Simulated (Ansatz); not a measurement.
Wurtzite InN, treated with PBEsol in Ansatz (PAW).

Run with plane-wave cutoff 520 eV, 12×12×6 k mesh (along the axes of the cell as run), Fermi–Dirac smearing 0.01 eV, scalar-relativistic PAW data made under PBE.

Shape and atoms are relaxed at each volume.

Pressure at four volumes; x = ln(V/15.473 Å³). One pressure is withheld.

| V (Å³/atom) | x | P (GPa) |
|---|---|---|
| 14.854 | -0.0408 | 6.09 |
| 15.473 | 0.0000 | 0.00 |
| 15.783 | 0.0198 | -2.57 |
| 16.092 | 0.0392 | ? |

Question: Pass a parabola P(x) through the three rows shown, estimate the bulk modulus and its pressure derivative near zero pressure, and predict the withheld pressure.

Answer: Slopes between the rows: (0.00 − (6.09))/(0.0000 − (-0.0408)) = -149.26 and (-2.57 − (0.00))/(0.0198 − (0.0000)) = -129.80 GPa. Their difference over the span 0.0606 is c = 19.46/0.0606 = 321.1 GPa, so P(x) = 6.09 + (-149.26)(x − (-0.0408)) + 321.1 (x − (-0.0408))(x − (0.0000)). At the middle row B = −dP/dx = −[-149.26 + 321.1 × 0.0408] = 136.2 GPa, and B′ = dB/dP = 2c/B = 4.7. At x = 0.0392 the parabola gives -4.84 GPa; the run gives -4.86 GPa. The Birch–Murnaghan fit to the energies at all volumes has B0 = 136 GPa and B′ = 4.6.

Measured, for comparison: bulk modulus 126 GPa (room temperature, no zero-point or thermal correction; as tabulated in Phys. Rev. B 49, 14 (GaN and InN under pressure), abstract). Computed less measured: bulk modulus +8 %.

Note: this level leaves the solid without a gap, although one is measured.

Spin–orbit coupling is not included.

Ansatz is a program for electronic structure.
